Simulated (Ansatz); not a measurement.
MgO: one input, then a changed one

The structure is an experimental refinement, used without relaxation. It was measured hot, at 1305 K. The listed cell was then made from it by scaling, straining or moving an atom.

First run: DFT, PBE, all-electron LAPW, scalar-relativistic (Ansatz 0.2.0).

Command: `ansatz run input.yaml --threads 1 --pin off --max-ram 2048MiB --backend cpu --events-out ev --progress --plain --runs-dir out` The run took 11 s on 1 thread of Intel(R) Xeon(R) Platinum 8175M CPU @ 2.50GHz (Skylake/Cascade Lake), with other jobs on the host, peak memory 0.36 GiB.

```yaml
crystal:
  lattice:
    - [0.0, 2.1038258084, 2.1992045]
    - [2.1038258084, 0.0, 2.1992045]
    - [2.1038258084, 2.1038258084, 0.0]
  atoms:
    - { symbol: Mg, position: [0.0, 0.0, 0.0] }
    - { symbol: O, position: [0.5, 0.5, 0.5] }
kpoints:
  mp_grid: { grid: [11, 11, 11] }
scf:
  occupations: { method: fermi_dirac, width: 0.01 }
hamiltonian:
  xc: pbe
  pseudopotentials: { kind: all_electron, lapw: { basis_error: 0.001 } }
output:
  forces: true
  stress: true
  eigenvalues: true
```

Result: converged; pressure -1.07 GPa; gap on the k mesh 4.28 eV (the mesh can miss the band edges); 7 SCF iterations.

The input is then changed:

```diff
@@ -5,6 +5,6 @@
     - [2.1038258084, 2.1038258084, 0.0]
   atoms:
-    - { symbol: Mg, position: [0.0, 0.0, 0.0] }
-    - { symbol: O, position: [0.5, 0.5, 0.5] }
+    - { symbol: Mg, position: [0.0, 0.0, 0.0], spin: 1.0 }
+    - { symbol: O, position: [0.5, 0.5, 0.5], spin: 1.0 }
 kpoints:
   mp_grid: { grid: [11, 11, 11] }
@@ -18,3 +18,5 @@
   stress: true
   eigenvalues: true
+magnetization:
+  spin_polarized: true
```

(1) What does the second run give?

## Answers

(1) It converged; pressure -1.07 GPa; moment 0.00 μB; 13 SCF iterations.
